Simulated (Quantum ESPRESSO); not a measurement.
Crystal: Au.

```
Au
1.0
     2.90000    0.00000    0.00000
    -1.45000    2.51147    0.00000
     0.00000    0.00000    4.88000
Au
2
Direct
  0.66667 0.33333 0.25000
  0.33333 0.66667 0.75000
```

This isn't the form of Au at room conditions, which is fcc.

| Quantity | Value |
| --- | --- |
| Program | Quantum ESPRESSO 7.5 |
| Task | single point |
| Functional | PBEsol |
| Potentials or basis | GBRV 1.5 PBEsol |
| Cutoff | 612 eV |
| Density cutoff | 4898 eV |
| k mesh | 11 × 11 × 6 |
| Occupations | fermi-dirac, width 0.05 eV |
| Spin | no spin polarisation |

On this cell: pressure -6.9 GPa; largest force under 0.003 eV/Å; band gap on the k mesh none (metal or under the smearing width).

The same run follows on a disturbed copy (atoms moved at random, drawn with an rms of 0.05 Å):

```
CELL_PARAMETERS angstrom
2.90000 0.00000 0.00000
-1.45000 2.51147 0.00000
0.00000 0.00000 4.88000
ATOMIC_POSITIONS crystal
Au 0.68819 0.35203 0.25122
Au 0.32218 0.66326 0.75447
```

Problem. What changes?

Solution. The energy (extrapolated to zero smearing) moves by +0.7 meV/atom; pressure -6.8 GPa; largest force 0.088 eV/Å; band gap on the k mesh none (metal or under the smearing width).

Forces on the atoms (eV/Å):
```
Au  -0.023 -0.013  0.084
Au   0.023  0.013 -0.084
```

Stress tensor (GPa, compression positive):
```
-6.59  0.16 -0.07
 0.16 -6.81 -0.05
-0.07 -0.05 -7.04
```
